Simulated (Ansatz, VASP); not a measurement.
# Two plane-wave programs on Cs

INCAR

```
PREC = Accurate
ENCUT = 600
EDIFF = 1E-6
ISMEAR = -1
SIGMA = 0.05
LREAL = False
LASPH = True
NELM = 80
ALGO = Normal
ISIF = 3
LWAVE = False
LCHARG = False
GGA = PE
IBRION = 2
NSW = 60
EDIFFG = -0.005
```

KPOINTS

```
Automatic mesh
0
Gamma
  9 9 9
```

File POSCAR:

```
Cs
1.0
   -3.0771560441      3.0771560441      3.0771560441
    3.0771560441     -3.0771560441      3.0771560441
    3.0771560441      3.0771560441     -3.0771560441
Cs
1
Direct
    0.0000000000      0.0000000000      0.0000000000
```

Input for Ansatz:

```yaml
crystal:
  lattice:
    - [-3.0771560441, 3.0771560441, 3.0771560441]
    - [3.0771560441, -3.0771560441, 3.0771560441]
    - [3.0771560441, 3.0771560441, -3.0771560441]
  atoms:
    - { symbol: Cs, position: [0.0, 0.0, 0.0] }
kpoints:
  mp_grid: { grid: [9, 9, 9] }
scf:
  occupations: { method: fermi_dirac, width: 0.05 }
hamiltonian:
  xc: pbe
  pseudopotentials: { kind: paw }
output:
  forces: true
  stress: true
relax:
  f_tol: 0.005
  max_steps: 40
  cell: {}
```

Alike in both runs: task relaxation of cell and atoms; functional PBE; k mesh 9 × 9 × 9; occupations fermi-dirac, width 0.05 eV; no spin polarisation.

```csv
,VASP,Ansatz
version,VASP 6.6.1,Ansatz 0.2.0
potentials or method,"VASP PAW PBE potentials, release 64 (Cs_sv)","PAW with Ansatz's default frozen-core files, scalar-relativistic"
plane-wave cutoff (eV),600,420
valence electrons in the cell,9,9
```

```csv
,VASP,Ansatz,Ansatz less VASP
relaxed volume (Å³/atom),116.55,116.55,0.000
relaxed cell length with the largest relative difference (Å),5.330,5.330,0.0000
```

Caveats: the relaxation stopped at its first step, so nothing moved. The runs have no spin-orbit coupling, so splittings on Cs are missing.
